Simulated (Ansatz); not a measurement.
# Ti$_{3}$Al (P-6m2), one atom moved along a line

Theory: Ansatz 0.2.0, DFT PBEsol, scalar-relativistic, plane waves, PAW. Cutoff 420 eV, Γ-centred 18×18×6 k-points, Gaussian smearing of 0.15 eV. No spin polarisation. Energies are free energies at this smearing, counted from the undisturbed cell; pressure is positive in compression.

The starting cell (relaxed at this level; it needn't be the usual structure):

```yaml
crystal:
  lattice:
    - [2.89578, 0.00000, 0.00000]
    - [-1.44789, 2.50782, 0.00000]
    - [0.00000, 0.00000, 9.13935]
  atoms:
    - { symbol: Ti, position: [0.66667, 0.33333, 0.00000] }
    - { symbol: Ti, position: [0.33333, 0.66667, 0.75118] }
    - { symbol: Ti, position: [0.33333, 0.66667, 0.24882] }
    - { symbol: Al, position: [0.66667, 0.33333, 0.50000] }
```

Atom 4 (Al) is moved by x along the Cartesian unit vector (1.000, 0.000, 0.000); the cell and all other atoms stay fixed. The cell is metallic on the mesh throughout.

| x (Å) | ΔE (meV/cell) | force along x on the moved atoms (eV/Å) |
| --- | --- | --- |
| -0.6000 | 348.1 | 1.02 |
| -0.3600 | 134.9 | 0.72 |
| -0.1200 | 15.5 | 0.26 |
| 0.0000 | 0.0 | 0.00 |
| 0.2400 | 61.3 | -0.50 |
| 0.4800 | 232.4 | -0.90 |

Cost: 6 runs of about 4.7 core-minutes in all, on Intel Xeon Platinum 8488C (Sapphire Rapids) (shared hosts).